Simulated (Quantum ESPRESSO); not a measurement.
CuO:

```
Cu O
1.0
     2.55255    0.00000    0.00000
     0.00000    2.55255    0.00000
     0.00000    0.00000    2.55255
Cu O
1 1
Direct
  0.00000 0.00000 0.00000
  0.50000 0.50000 0.50000
```

Measurements of this composition are mostly on another form, of space group No. 15.

Base run:

```yaml
Program: Quantum ESPRESSO 7.5
Functional: PBEsol
Potentials_or_basis: SSSP 1.3 efficiency PBE
Cutoff: 748 eV
Density_cutoff: 5987 eV
k_mesh: 10 × 10 × 10
Occupations: fermi-dirac, width 0.05 eV
Spin: no spin polarisation
Hubbard_terms: Cu d U = 4 eV
```

Its results: band gap on the k mesh none (metal or under the smearing width); pressure 12.9 GPa.

Q: The run is repeated on the same cell with these changes: hubbard terms from Cu d U = 4 eV to Cu d U = 1 eV. What comes out?

A: Band gap on the k mesh none (metal or under the smearing width); pressure 10.2 GPa.

Caveats: the potentials were made for another functional, which shifts forces and pressure; an odd number of electrons without spin polarisation forces a metal; a magnetic or distorted state may lie lower; the run has no spin polarisation, though such a crystal can be magnetic; U without spin polarisation on a metal has little footing.
